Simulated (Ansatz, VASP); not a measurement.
# Si (Sigma29 (520)[001] symmetric tilt boundary in Si): VASP beside Ansatz

Wanted: the spread between two codes on one cell, functional and k mesh. Of the first pair: The cell is taken from a series of runs on this material, whose earlier steps may have relaxed, scaled, displaced or heated it; both programs get it as it stands.

Method: plane waves, with VASP 6.6.1 beside it; single point at PBE, in Ansatz 0.2.0.

## (1) The structure

The cell holds 80 atoms: 80 Si. Cell: a = 5.469 Å, b = 14.977 Å, c = 20.643 Å, α = 90.0°, β = 90.0°, γ = 100.5°. It derives from Si. Two grains of Si, one the mirror image of the other in the boundary plane, two boundaries a cell; of 6 trial joints (lateral shifts, openings, close atoms taken out) the lowest after a short relaxation with the MACE-MP-0b2 potential was kept (shift [0.0, 0.5] of the surface cell, opening 0.83 A, one of each pair under 1.66 A removed), then its atoms and the cell's length along the normal were relaxed with that potential. Lattice constants are starting values near those of PBE. The structure's axis is c.

## (2) Ansatz: single point, PBE, pair 1

Ansatz runs on its default PAW (the set named soft_2) files.

With cell and atoms fixed, the geometry can't cause a difference; cores, projectors, grids and the points listed under the comparison can.

File input.yaml:

```yaml
crystal:
  lattice:
    - [5.469, 0.0, 0.0]
    - [-2.7345, 14.72573, 0.0]
    - [0.0, 0.0, 20.64348]
  atoms:
    - { symbol: Si, position: [0.51397, 0.15848, 0.99785] }
    - { symbol: Si, position: [0.79042, 0.06486, 0.03731] }
    - { symbol: Si, position: [0.86893, 0.7533, 0.00923] }
    - { symbol: Si, position: [0.39893, 0.46323, 0.0057] }
    - { symbol: Si, position: [0.12342, 0.331, 0.03874] }
    - { symbol: Si, position: [0.34264, 0.22537, 0.08516] }
    - { symbol: Si, position: [0.49309, 0.93969, 0.06721] }
    - { symbol: Si, position: [0.09629, 0.63545, 0.04099] }
    - { symbol: Si, position: [0.74956, 0.51136, 0.08057] }
    - { symbol: Si, position: [0.92972, 0.39209, 0.12563] }
    - { symbol: Si, position: [0.05128, 0.10638, 0.12526] }
    - { symbol: Si, position: [0.66993, 0.81322, 0.09821] }
    - { symbol: Si, position: [0.35501, 0.69034, 0.13309] }
    - { symbol: Si, position: [0.53868, 0.56661, 0.16875] }
    - { symbol: Si, position: [0.62766, 0.27549, 0.16822] }
    - { symbol: Si, position: [0.24679, 0.98446, 0.15369] }
    - { symbol: Si, position: [0.93424, 0.86267, 0.18703] }
    - { symbol: Si, position: [0.12627, 0.74091, 0.2193] }
    - { symbol: Si, position: [0.22599, 0.44638, 0.2078] }
    - { symbol: Si, position: [0.8189, 0.15741, 0.20817] }
    - { symbol: Si, position: [0.51167, 0.03495, 0.24206] }
    - { symbol: Si, position: [0.70368, 0.91319, 0.27434] }
    - { symbol: Si, position: [0.819, 0.61846, 0.25317] }
    - { symbol: Si, position: [0.41195, 0.32949, 0.25357] }
    - { symbol: Si, position: [0.09924, 0.20925, 0.29259] }
    - { symbol: Si, position: [0.28294, 0.08552, 0.32828] }
    - { symbol: Si, position: [0.39112, 0.79141, 0.30768] }
    - { symbol: Si, position: [0.01026, 0.50039, 0.29314] }
    - { symbol: Si, position: [0.7082, 0.38377, 0.33572] }
    - { symbol: Si, position: [0.88834, 0.26451, 0.38076] }
    - { symbol: Si, position: [0.96804, 0.96263, 0.36315] }
    - { symbol: Si, position: [0.58663, 0.66948, 0.3361] }
    - { symbol: Si, position: [0.29527, 0.55051, 0.3762] }
    - { symbol: Si, position: [0.51446, 0.44485, 0.4226] }
    - { symbol: Si, position: [0.5417, 0.1404, 0.42034] }
    - { symbol: Si, position: [0.14479, 0.83615, 0.39417] }
    - { symbol: Si, position: [0.84754, 0.711, 0.42403] }
    - { symbol: Si, position: [0.12398, 0.61736, 0.46351] }
    - { symbol: Si, position: [0.23902, 0.31265, 0.4556] }
    - { symbol: Si, position: [0.76906, 0.02258, 0.45209] }
    - { symbol: Si, position: [0.51397, 0.65848, 0.96349] }
    - { symbol: Si, position: [0.79042, 0.56486, 0.92402] }
    - { symbol: Si, position: [0.86893, 0.2533, 0.95211] }
    - { symbol: Si, position: [0.39893, 0.96323, 0.95563] }
    - { symbol: Si, position: [0.12342, 0.831, 0.92259] }
    - { symbol: Si, position: [0.34264, 0.72537, 0.87618] }
    - { symbol: Si, position: [0.49309, 0.43969, 0.89413] }
    - { symbol: Si, position: [0.09629, 0.13545, 0.92035] }
    - { symbol: Si, position: [0.74956, 0.01136, 0.88076] }
    - { symbol: Si, position: [0.92972, 0.89209, 0.83571] }
    - { symbol: Si, position: [0.05128, 0.60638, 0.83608] }
    - { symbol: Si, position: [0.66993, 0.31322, 0.86313] }
    - { symbol: Si, position: [0.35501, 0.19034, 0.82825] }
    - { symbol: Si, position: [0.53868, 0.06661, 0.79258] }
    - { symbol: Si, position: [0.62766, 0.77549, 0.79311] }
    - { symbol: Si, position: [0.24679, 0.48446, 0.80764] }
    - { symbol: Si, position: [0.93424, 0.36267, 0.7743] }
    - { symbol: Si, position: [0.12627, 0.24091, 0.74204] }
    - { symbol: Si, position: [0.22599, 0.94638, 0.75354] }
    - { symbol: Si, position: [0.8189, 0.65741, 0.75316] }
    - { symbol: Si, position: [0.51167, 0.53495, 0.71927] }
    - { symbol: Si, position: [0.70368, 0.41319, 0.687] }
    - { symbol: Si, position: [0.819, 0.11846, 0.70816] }
    - { symbol: Si, position: [0.41195, 0.82949, 0.70777] }
    - { symbol: Si, position: [0.09924, 0.70925, 0.66875] }
    - { symbol: Si, position: [0.28294, 0.58552, 0.63306] }
    - { symbol: Si, position: [0.39112, 0.29141, 0.65366] }
    - { symbol: Si, position: [0.01026, 0.00039, 0.66819] }
    - { symbol: Si, position: [0.7082, 0.88377, 0.62561] }
    - { symbol: Si, position: [0.88834, 0.76451, 0.58057] }
    - { symbol: Si, position: [0.96804, 0.46263, 0.59819] }
    - { symbol: Si, position: [0.58663, 0.16948, 0.62524] }
    - { symbol: Si, position: [0.29527, 0.05051, 0.58513] }
    - { symbol: Si, position: [0.51446, 0.94485, 0.53873] }
    - { symbol: Si, position: [0.5417, 0.6404, 0.54099] }
    - { symbol: Si, position: [0.14479, 0.33615, 0.56717] }
    - { symbol: Si, position: [0.84754, 0.211, 0.53731] }
    - { symbol: Si, position: [0.12398, 0.11736, 0.49783] }
    - { symbol: Si, position: [0.23902, 0.81265, 0.50574] }
    - { symbol: Si, position: [0.76906, 0.52258, 0.50924] }
kpoints:
  mp_grid: { grid: [3, 1, 1] }
hamiltonian:
  xc: pbe
scf:
  occupations: { method: fermi_dirac, width: 0.025 }
output:
  forces: true
```

Launch:

```sh
> ansatz run input.yaml --threads 4 --pin off --max-ram 8192MiB --backend cpu --events-out ev --progress --plain --runs-dir out
```

Numbers of over 12 decimals in the logs are rounded to 6 here.

The log of the run:

```text
Warning: the atoms were moved onto the symmetric positions of the space group found under crystal.symmetry.tolerance 1.0e-5 (fractional; no operation is sought that the atoms, as they stand in a round, miss by more than twice it, and no atom is moved by as much as it), and the run uses the moved positions. Before a round's move an operation carried an atom to 1.14e-4 Å from where it should land, the largest such dist [...]
Engine: ansatz 0.2.0, x86_64-unknown-linux-gnu
Pseudopotentials: kind: paw
Pseudopotential: Si, paw, valence charge 4, recommended cutoff 420 eV (normal), Si.paw.azcp
Functional definition: PBE
  parameter kappa = 0.804
  parameter beta = 0.066725
  exchange = pbe_x(kappa = kappa, mu = beta*pi^2/3)
  correlation = pbe_c(beta = beta)
Crystal: 80 atoms, lattice volume = 1662.523 Å³
Basis set: ecut = 420 eV, 32429 PW (Γ), exchange–correlation on 80×216×288 points (8 copies of the dense FFT grid, shifted against one another)
Bands: 240, of which v1, the nominal top of the filled ones, is band 160 counted from 1 (159 counted from 0)
Symmetry: 2 space group operations
Space group: Pc (ITA 7), of the structure as read, at distance tolerance 1.2e-4 Å
k-points: 2 of 3 (time reversal used)
Non-local potential: Si, projectors of the file, l = 0: 2, l = 1: 2, l = 2: 2
PAW form: soft (Blöchl's): semilocal exchange-correlation on the pseudo side does not see the compensation charge
PAW one-centre angular grid: Si, 110 points (default); XC on 64 Gauss nodes
Initial density: superposition of atomic densities (neutral atoms: chi_scale 0, normalization atom), corrected by the library's trained network
Initial wavefunctions: pseudopotential atomic-orbital guess
Functional: x = pbe(κ = 0.804, μ = 0.219515), c = pbe(β = 0.066725)
SCF iter   1: F=—  HF=-50850.107685 eV  |F-HF|=—  |Δ(HF+E_count)|=         —  Δρ=2.61e-3  dr2=3.79e-1  ethr=1.77e-3  ⟨swp⟩=6.0  Hψ=2225  notcnv=0  defer=78
preconditioner: auto → Resta (q_TF=auto, 2.073 Å⁻¹)  ε∞=5.6  [insulator: Δε(μ)=0.125 eV  Ē_g=7.560 eV  σ=0.025 eV  W_gap=0.62  n_scr=244 (ndim 8)  ℏωp=16.3 eV  f_vac=0.000  D(μ)=20.36/eV (n_scr^D=102)  ε∞_Penn≈5.6]
SCF iter   2: F=—  HF=-50850.069054 eV  |F-HF|=—  |Δ(HF+E_count)|=   3.86e-2  Δρ=1.42e-3  dr2=7.69e-2  ethr=1.18e-4  ⟨swp⟩=1.0  Hψ=552  notcnv=0  defer=128
SCF iter   3: F=—  HF=-50850.061038 eV  |F-HF|=—  |Δ(HF+E_count)|=   8.02e-3  Δρ=2.90e-4  dr2=2.34e-3  ethr=2.40e-5  ⟨swp⟩=3.0  Hψ=522  notcnv=0  defer=31
automatic band count: iteration 3 solves 186 bands in place of 240: the levels show a gap, and the empty bands left out lie too high to hold charge; the band table lists the bands solved (type scf.n_extra_bands for more)
SCF iter   4: F=—  HF=-50850.062033 eV  |F-HF|=—  |Δ(HF+E_count)|=   9.95e-4  Δρ=8.02e-5  dr2=2.27e-4  ethr=7.32e-7  ⟨swp⟩=2.5  Hψ=645  notcnv=0  defer=31
SCF iter   5: F=—  HF=-50850.062205 eV  |F-HF|=—  |Δ(HF+E_count)|=   1.73e-4  Δρ=2.70e-5  dr2=1.62e-4  ethr=7.09e-8  ⟨swp⟩=2.0  Hψ=647  notcnv=0  defer=31
SCF iter   6: F=—  HF=-50850.062221 eV  |F-HF|=—  |Δ(HF+E_count)|=   1.51e-5  Δρ=1.33e-5  dr2=3.63e-5  ethr=5.05e-8  ⟨swp⟩=1.0  Hψ=341  notcnv=0  defer=31
SCF iter   7: F=—  HF=-50850.062048 eV  |F-HF|=—  |Δ(HF+E_count)|=   1.72e-4  Δρ=5.10e-6  dr2=3.00e-6  ethr=1.13e-8  ⟨swp⟩=1.0  Hψ=341  notcnv=0  defer=31
SCF iter   8: F=—  HF=-50850.062049 eV  |F-HF|=—  |Δ(HF+E_count)|=   6.32e-7  Δρ=1.46e-6  dr2=1.02e-7  ethr=3.13e-11  ⟨swp⟩=4.0  Hψ=1500  notcnv=0
SCF iter   9: F=-50850.062049 eV  HF=-50850.062049 eV  |F-HF|=1.04e-9  |Δ(HF+E_count)|=   4.74e-8  Δρ=3.26e-7  dr2=5.16e-9  ethr=3.13e-11  ⟨swp⟩=4.0  Hψ=1205  notcnv=0
SCF 1 converged in 9 iterations: F = -50850.062049 eV  dr2 = 5.16e-9
  greatest PAW one-centre occupation: 0.666 electrons in one spin orbital (limit 2), on the Si atom at site 76 (counted from 0), in its partial waves of l = 0
SCF converged after 9 iterations
Free energy (F): -50850.062049 eV
Harris-Foulkes:  -50850.062049 eV  (|F-HF|=1.04e-9)
Internal energy: -50850.019396 eV  (E = F + TS)
E sigma→0 (E₀):  -50850.040722 eV
Entropy (-TS):   -0.042653 eV (-0.533 meV/atom)
Fermi energy:    6.022745 eV
--- Per-component energies (eV) ---
  E_band       = 288.430562
  E_kinetic    = 3176.370114
  E_local      = -2378.523437  (includes V_loc(G=0)·N_el)
  E_nonlocal   = 2064.444214
  E_hartree    = 662.321484
  E_xc         = -4392.618371
  E_vxc        = -3709.284878  (∫ρ·V_xc dr)
  E_paw        = -41012.772352  (= ΣΔE_a)
  E_vpaw       = -189.218109  (= ΣTr[D̂ρ^β])
  E_aug_tail   = 0.000503  (compensation charges beyond the density's cutoff)
  E_ewald      = -8969.241551
  E_smearing   = -0.042653  (= −TS)
  E_closure    = -0.000000  (closes the sum)
  Σ components = -50850.062049   (vs F -50850.062049, Δ=0.00e0)
--- Forces (eV/Å), atoms counted from 1 ---
  atom   1  Si    -0.13676012    -0.39421688    -0.41219745
  atom   2  Si     0.08330656    -0.10590383    -0.10585616
  atom   3  Si     0.00868934    -0.13725977     0.10135039
  atom   4  Si     0.17785804     0.34270972    -0.35548598
  atom   5  Si    -0.32317106     0.09088132     0.09623103
  atom   6  Si     0.04777712    -0.09719221     0.01959661
  atom   7  Si     0.02404704     0.03958289    -0.08345177
  atom   8  Si    -0.08634191    -0.22507755    -0.27832230
  atom   9  Si     0.18266276     0.34843575    -0.37824949
  atom  10  Si    -0.02542575    -0.06557561    -0.13602537
  atom  11  Si     0.10116448     0.06313993    -0.10108673
  atom  12  Si     0.08007592     0.16938302     0.01904864
  atom  13  Si     0.06352576    -0.11063477    -0.19530343
  atom  14  Si    -0.01746489     0.05117339    -0.12078232
  atom  15  Si     0.06361909     0.11061789    -0.02324625
  atom  16  Si    -0.05449018    -0.07447361    -0.19625103
  atom  17  Si    -0.16595685     0.04653041     0.04602843
  atom  18  Si    -0.02673040     0.07608077     0.02368287
  atom  19  Si     0.13598661     0.11968564    -0.11456759
  atom  20  Si    -0.09034097    -0.01731333    -0.01512760
  atom  21  Si     0.02669083    -0.07479581    -0.02303115
  atom  22  Si     0.16612532    -0.04659408    -0.04763266
  atom  23  Si     0.09062835     0.01591853     0.01580685
  atom  24  Si    -0.13778557    -0.11993646     0.11303526
[...]
atom  73  Si    -0.04589672     0.09346827     0.02157442
  atom  74  Si     0.32675247    -0.08423216     0.09626470
  atom  75  Si     0.08535784     0.22778087    -0.27992973
  atom  76  Si    -0.02098162    -0.03523210    -0.08123802
  atom  77  Si    -0.08409877     0.10051311    -0.10803433
  atom  78  Si     0.13506347     0.39941546    -0.41234365
  atom  79  Si    -0.17994530    -0.34681245    -0.35839113
  atom  80  Si    -0.01184001     0.13238630     0.09777592
  max |Σ_I F_I| component: 1.64e-5 eV/Å
```

In the SCF lines HF is the Harris–Foulkes energy and dr2 the Hartree energy of the density residual, in eV; the loop may stop once dr2 is under the threshold and the program's other checks hold. Hψ counts applications of the Hamiltonian.

## (3) VASP: single point, PBE, pair 1

The same cell, functional, mesh and smearing now go to VASP, with its own data sets.

Lines of VASP's logs that name or quote its potential files are left out, and so is its time.

File INCAR:

```
SYSTEM = Si
PREC = Accurate
ENCUT = 400
EDIFF = 1E-06
NELM = 120
ISMEAR = -1
SIGMA = 0.025
LREAL = Auto
ALGO = Normal
GGA = PE
NBANDS = 216
LORBIT = 11
LWAVE = .FALSE.
LCHARG = .FALSE.
ISIF = 2
LASPH = .TRUE.
GGA_COMPAT = .FALSE.
KPAR = 2
```

File POSCAR:

```
Si
1.0
    5.4690000000      0.0000000000      0.0000000000
   -2.7345000000     14.7257300000      0.0000000000
    0.0000000000      0.0000000000     20.6434800000
Si
80
Direct
    0.5139700000      0.1584800000      0.9978500000
    0.7904200000      0.0648600000      0.0373150000
    0.8689300000      0.7533000000      0.0092300000
    0.3989300000      0.4632300000      0.0057050000
    0.1234200000      0.3310000000      0.0387450000
    0.3426400000      0.2253700000      0.0851600000
    0.4930900000      0.9396900000      0.0672100000
    0.0962900000      0.6354500000      0.0409900000
    0.7495600000      0.5113600000      0.0805750000
    0.9297200000      0.3920900000      0.1256300000
    0.0512800000      0.1063800000      0.1252600000
    0.6699300000      0.8132200000      0.0982100000
    0.3550100000      0.6903400000      0.1330900000
    0.5386800000      0.5666100000      0.1687550000
    0.6276600000      0.2754900000      0.1682250000
    0.2467900000      0.9844600000      0.1536950000
    0.9342400000      0.8626700000      0.1870350000
    0.1262700000      0.7409100000      0.2193000000
    0.2259900000      0.4463800000      0.2078000000
    0.8189000000      0.1574100000      0.2081750000
    0.5116700000      0.0349500000      0.2420650000
    0.7036800000      0.9131900000      0.2743400000
    0.8190000000      0.6184600000      0.2531750000
    0.4119500000      0.3294900000      0.2535700000
    0.0992400000      0.2092500000      0.2925900000
    0.2829400000      0.0855200000      0.3282800000
    0.3911200000      0.7914100000      0.3076800000
    0.0102600000      0.5003900000      0.2931450000
    0.7082000000      0.3837700000      0.3357250000
    0.8883400000      0.2645100000      0.3807650000
    0.9680400000      0.9626300000      0.3631500000
    0.5866300000      0.6694800000      0.3361000000
    0.2952700000      0.5505100000      0.3762050000
    0.5144600000      0.4448500000      0.4226050000
    0.5417000000      0.1404000000      0.4203450000
    0.1447900000      0.8361500000      0.3941700000
    0.8475400000      0.7110000000      0.4240300000
    0.1239800000      0.6173600000      0.4635100000
    0.2390200000      0.3126500000      0.4556000000
    0.7690600000      0.0225800000      0.4520950000
    0.5139700000      0.6584800000      0.9634900000
    0.7904200000      0.5648600000      0.9240250000
    0.8689300000      0.2533000000      0.9521100000
    0.3989300000      0.9632300000      0.9556350000
    0.1234200000      0.8310000000      0.9225950000
    0.3426400000      0.7253700000      0.8761800000
    0.4930900000      0.4396900000      0.8941300000
    0.0962900000      0.1354500000      0.9203500000
    0.7495600000      0.0113600000      0.8807650000
    0.9297200000      0.8920900000      0.8357100000
    0.0512800000      0.6063800000      0.8360800000
    0.6699300000      0.3132200000      0.8631300000
    0.3550100000      0.1903400000      0.8282500000
    0.5386800000      0.0666100000      0.7925850000
    0.6276600000      0.7754900000      0.7931150000
    0.2467900000      0.4844600000      0.8076450000
    0.9342400000      0.3626700000      0.7743050000
    0.1262700000      0.2409100000      0.7420400000
    0.2259900000      0.9463800000      0.7535400000
    0.8189000000      0.6574100000      0.7531650000
    0.5116700000      0.5349500000      0.7192750000
    0.7036800000      0.4131900000      0.6870000000
    0.8190000000      0.1184600000      0.7081650000
    0.4119500000      0.8294900000      0.7077700000
    0.0992400000      0.7092500000      0.6687500000
    0.2829400000      0.5855200000      0.6330600000
    0.3911200000      0.2914100000      0.6536600000
    0.0102600000      0.0003900000      0.6681950000
    0.7082000000      0.8837700000      0.6256150000
    0.8883400000      0.7645100000      0.5805750000
    0.9680400000      0.4626300000      0.5981900000
    0.5866300000      0.1694800000      0.6252400000
    0.2952700000      0.0505100000      0.5851350000
    0.5144600000      0.9448500000      0.5387350000
    0.5417000000      0.6404000000      0.5409950000
    0.1447900000      0.3361500000      0.5671700000
    0.8475400000      0.2110000000      0.5373100000
    0.1239800000      0.1173600000      0.4978300000
    0.2390200000      0.8126500000      0.5057400000
    0.7690600000      0.5225800000      0.5092450000
```

File KPOINTS:

```
Automatic mesh
0
Gamma
3 1 1
0 0 0
```

The projector-augmented-wave data sets are Si (PBE family, release 64).

Launch:

```sh
> mpirun -np 8 vasp_std
```

The log of the run:

```text
[banner, memory and clock lines left out]
running    8 mpi-ranks, on    1 nodes
[...]
|                                                                             |
|           W    W    AA    RRRRR   N    N  II  N    N   GGGG   !!!           |
|           W    W   A  A   R    R  NN   N  II  NN   N  G    G  !!!           |
|           W    W  A    A  R    R  N N  N  II  N N  N  G       !!!           |
|           W WW W  AAAAAA  RRRRR   N  N N  II  N  N N  G  GGG   !            |
|           WW  WW  A    A  R   R   N   NN  II  N   NN  G    G                |
|           W    W  A    A  R    R  N    N  II  N    N   GGGG   !!!           |
|                                                                             |
|     For optimal performance we recommend to set                             |
|       NCORE = 2 up to number-of-cores-per-socket                            |
|     NCORE specifies how many cores store one orbital (NPAR=cpu/NCORE).      |
|     This setting can greatly improve the performance of VASP for DFT.       |
[...]
|                                                                             |
|        The reciprocal lattice is base centered orthorhombic,                |
|        whereas your k-lattice is simple monoclinic.                         |
|                                                                             |
|     Results are often still useful ...                                      |
|                                                                             |

 POSCAR, INCAR and KPOINTS ok, starting setup
[...]
entering main loop
       N       E                     dE             d eps       ncg     rms          rms(c)
DAV:   1     0.693820203030E+03    0.69382E+03   -0.10336E+05   864   0.991E+02
DAV:   2    -0.349648847957E+03   -0.10435E+04   -0.98298E+03  1024   0.165E+02
DAV:   3    -0.424288319877E+03   -0.74639E+02   -0.72727E+02  1072   0.396E+01
DAV:   4    -0.426333527727E+03   -0.20452E+01   -0.20276E+01  1056   0.774E+00
[...]
DAV:  22    -0.419227031114E+03    0.64327E-05   -0.49360E-06   920   0.331E-03    0.472E-02
DAV:  23    -0.419227028530E+03    0.25841E-05   -0.69145E-06  1032   0.394E-03    0.238E-02
DAV:  24    -0.419227028724E+03   -0.19322E-06   -0.17898E-06   544   0.207E-03
   1 F= -.41922703E+03 E0= -.41920576E+03  d E =-.425413E-01
```

From OUTCAR (step 3):

```text
  FREE ENERGIE OF THE ION-ELECTRON SYSTEM (eV)
  ---------------------------------------------------
  free  energy   TOTEN  =      -419.2270287235 eV

  energy  without entropy=     -419.1844874457  energy(sigma->0) =     -419.20575808
```

The run ends at a pressure of -1.08 GPa, with forces up to 0.58 eV/Å.

## (4) Side by side

Known differences besides the potentials themselves: the cutoff is 420 eV in Ansatz and 400 eV in VASP (PREC = Accurate, projectors in real space). Total energies have different zeros and are not compared.

Forces on 7 of the 80 atoms, those with the largest forces and the largest differences (eV/Å; atoms numbered as in POSCAR):

```tsv
atom	Ansatz x, y, z	VASP x, y, z
Si1	-0.137, -0.394, -0.412	-0.136, -0.391, -0.408
Si9	0.183, 0.348, -0.378	0.182, 0.345, -0.375
Si30	-0.181, -0.350, 0.378	-0.180, -0.347, 0.375
Si38	0.135, 0.399, 0.412	0.134, 0.396, 0.408
Si41	-0.137, -0.394, 0.412	-0.136, -0.391, 0.408
Si70	-0.181, -0.350, -0.378	-0.180, -0.347, -0.375
Si78	0.135, 0.399, -0.412	0.134, 0.396, -0.408
```

The forces differ by 1.8 meV/Å r.m.s., which is 1.1 % of the r.m.s. force of 0.161 eV/Å (both taken over all components). VASP's last cycles still show a density residual of 2e-03, so its state may not be settled.

(Part 1 of 2 ends here.)

[Lines on the potential files, build, host, timing and source positions are cut from VASP's logs without a mark.]

[Logs are printed without paths, hosts, clocks, repeated set-up lines and the standing remarks that a program may print on its own settings, such as how far it seeks lower states.]

[Hosts, paths, dates, database ids (printed as entryN), source tags and the programs' standing remarks are cut or masked in the printed files.]
